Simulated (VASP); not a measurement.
Here is the system:

```yaml
crystal:
  lattice:
    - [1.82500, -3.16099, 0.00000]
    - [1.82500, 3.16099, 0.00000]
    - [0.00000, 0.00000, 3.87000]
  atoms:
    - { symbol: Li, position: [0.33333, 0.66667, 0.00000] }
    - { symbol: Li, position: [0.66667, 0.33333, 0.00000] }
    - { symbol: Li, position: [0.00000, 0.00000, 0.50000] }
    - { symbol: N, position: [0.00000, 0.00000, 0.00000] }
```

Level of theory: PBE GGA, VASP's PBE PAW potentials (set 64) (plane waves; VASP). Settings: 520 eV cut-off, 5×5×5 Γ-centred mesh, Gaussian smearing of 0.050 eV, potentials Li_sv N.

### Question
Predict the energy per atom (σ→0).

### Answer

```yaml
energy per atom (σ→0): -3.906 eV/atom
```

Only differences to runs with the same potentials and settings are physical.

The compound is Li3N in the alpha structure. The cell was not relaxed at this level.
